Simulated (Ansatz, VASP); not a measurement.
## Al in VASP and in Ansatz

```
Al
1.0
    -1.61751    1.61751    1.61751
     1.61751   -1.61751    1.61751
     3.23502    3.23502    0.00000
Al
2
Cartesian
  -0.3161 0.3161 -0.1230
  1.9336 1.3014 1.7405
```

Change from the starting cell: mode 1 frozen in at -0.447 Å and mode 5 at -0.123 Å (largest displacements).

Alike in both runs: task single point; functional PBE; k mesh 20 × 20 × 12; occupations gaussian, width 0.15 eV; no spin polarisation.

|  | VASP | Ansatz |
| --- | --- | --- |
| version | VASP 6.6.1 | Ansatz 0.2.0 |
| potentials or method | VASP PAW PBE potentials, release 64 (Al) | scalar-relativistic, plane waves, PAW |
| plane-wave cutoff (eV) | 520 | 420 |
| valence electrons in the cell | 6 | 6 |

```tsv
	VASP	Ansatz	Ansatz less VASP
gap on the k mesh at the Fermi level (eV)	none	none	-
pressure (GPa)	1.8	1.8	+0.03
largest component of the traceless stress (GPa)	4.48	4.51	+0.021
rms of the force components (eV/Å)	0.178	0.179	+0.0006
```

Atom by atom the forces differ by 0.001 eV/Å (rms over components). A gap of «none» marks a metal or a gap that the smearing closes.
